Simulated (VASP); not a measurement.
Set up this calculation in VASP 6.6.1, as the native input.

```
Task                   : relaxation of cell and atoms
Functional             : r2SCAN
Potentials or basis    : VASP PAW PBE potentials, release 64 (Ti_sv, O)
Cutoff                 : 600 eV
k mesh                 : 8 × 8 × 8
Occupations            : fermi-dirac, width 0.05 eV
Spin                   : no spin polarisation
Ladder                 : gaps
Further INCAR settings : ALGO = Normal; EDIFF = 1e-06; IBRION = 2; EDIFFG = -0.005; NSW = 60; ISIF = 3
```

The structure of TiO lies in POSCAR:

```
TiO
1.0
    3.0310000000      0.0000000000      0.0000000000
   -1.5155000000      2.6249229989      0.0000000000
    0.0000000000      0.0000000000      3.2377000000
Ti O
1 1
Direct
    0.6666666667      0.3333333333      0.0000000000
    0.0000000000      0.0000000000      0.5000000000
```

These files were run (other wordings do the same):

INCAR

```
PREC = Accurate ; ENCUT = 600
EDIFF = 1E-6 ; ISMEAR = -1
SIGMA = 0.05 ; LREAL = F
LASPH = T ; NELM = 100
ALGO = Normal ; ISIF = 3
LWAVE = F ; LCHARG = F
METAGGA = R2SCAN ; LMIXTAU = T
IBRION = 2 ; NSW = 60
EDIFFG = -0.005
```

KPOINTS

```
Automatic mesh
0
Gamma
  8 8 8
```

Potentials or basis: VASP PAW PBE potentials, release 64 (Ti_sv, O).

The run is started by

```sh
$ cat potpaw_PBE.64/Ti_sv/POTCAR potpaw_PBE.64/O/POTCAR > POTCAR
$ mpirun -np 1 vasp_std > vasp.out
```

It gave:

| Quantity | Value |
| --- | --- |
| Relaxed volume | 9.65 Å³/atom |
| Relaxed cell | a = 2.809 Å, b = 2.809 Å, c = 2.825 Å, α = 90.00°, β = 90.00°, γ = 120.00° |
| Space group after relaxing (to 0.05 Å) | P-6m2 (No. 187) |
| Energy gained by relaxing | 551.7 meV/atom |
| Ionic steps | 9 |
| Pressure after relaxing | 0.0 GPa |
| Band gap on the k mesh | none (metal or under the smearing width) |

Caveat: the volume moved by over 15 % at a fixed basis, so the end points are rough; the PAW data sets were made with another functional, which shifts forces and pressure a little; the volume moved by -25 % from the deposited cell, more than functionals usually miss; semilocal functionals often make such compounds metallic where correlation or magnetic order opens a gap, which also shifts bond lengths.

It took 6 min on 1 thread of AMD EPYC 9R45 (Zen 5), with other jobs on the host, peak memory 0.14 GiB.
